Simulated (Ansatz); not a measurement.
## MgF2: the functional and the phonons

MgF2 in the rutile structure, in a typed cell, not relaxed.

```
Mg F
1.0
     4.70000    0.00000    0.00000
     0.00000    4.70000    0.00000
     0.00000    0.00000    3.10000
Mg F
2 4
Direct
  0.00000 0.00000 0.00000
  0.50000 0.50000 0.50000
  0.30300 0.30300 0.00000
  0.69700 0.69700 0.00000
  0.80300 0.19700 0.50000
  0.19700 0.80300 0.50000
```

Computed with Ansatz (plane-wave DFT, scalar-relativistic): PBE; Ansatz hand-made PAW at 1050 eV; k mesh 4×4×6; fixed occupations; no spin. Phonons (linear response) are harmonic and in cm⁻¹; i marks an unstable mode. Zone-centre lists hold the optical modes without the non-analytic term.

Caveats: coarse k mesh; the typed cell is 9 % larger in volume than LDA's relaxed one.

At 11.41 Å³ an atom it gives top Γ mode (cm⁻¹) 486; lowest Γ mode (cm⁻¹) 94; mean ε∞ 2.01; mean Born charge of Mg (e) 2.03.

Repeat with LDA in the same cell, on the same kind of potentials and mesh. What changes?


```tsv
functional	cutoff (eV)	volume (Å³/atom)	top Γ mode (cm⁻¹)	lowest Γ mode (cm⁻¹)	mean ε∞	mean Born charge of Mg (e)
LDA in the same cell	1050	11.41	458	114	2.05	2.03
```
